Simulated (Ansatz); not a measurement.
Runs of Ansatz 0.2.0 on W. The structure is cubic, space group Fm-3m (No. 225). The conventional cell has a = 4.060 Å, b = 4.060 Å, c = 4.060 Å, α = 90.00°, β = 90.00°, γ = 90.00°. W (site symmetry m-3m) is surrounded by 12 W at 2.87 Å. This isn't the form of W at room conditions, which is bcc.

```csv
task,level,spin,U,cell,cutoff (eV),smearing,hubbard projectors,double counting,other keys,gap on the mesh (eV),pressure (GPa)
density of states,BLYP+D3(BJ),off,-,volume scaled by 0.8,699,cold 0.05 eV,-,-,basis.ecutwfc = 51.4 Ry,none,(a)
ladder of functionals,RPBE+U,"SOC, no magnetisation",W d U = 3.5 eV,as given,420,fermi-dirac 0.15 eV,ortho-atomic (the default),amf,-,none,6.1
density of states,RPBE+D3(BJ),"SOC, no magnetisation",-,as given,420,methfessel-paxton 0.1 eV,-,-,scf.initial_density.chi_scale = 0.3; scf.n_extra_bands = 8,none,-44.5
electrostatic potential,r2SCAN+U,off,W d U = 3.0 eV,as given,500,gaussian 0.15 eV,ortho-atomic (the default),amf,basis.xc_grid = 2; scf.initial_density.chi_scale = 0; …,none,-8.8
```

Alike in all rows: potentials or basis Ansatz PAW; k mesh 11 × 11 × 11.

Problem. Estimate the missing entries.

Solution. (a) 77.2.

Caveats: the PAW data sets come from PBE, with cores solved anew for the run's functional, which leaves a small shift of forces and pressure; pairwise dispersion overbinds metals, which lowers pressure and volume (some runs); U without spin polarisation on a metal has little footing (some runs); the U is typed as a test and isn't derived for this compound (some runs); a pressure of tens of GPa on the cell as given is suspect, and the run, the potentials or the cell itself is likely at fault (some runs).

A k mesh can miss the band edges, and rows without SOC leave out spin-orbit coupling on W.

A gap of «none» marks a metal or a gap under the smearing width.
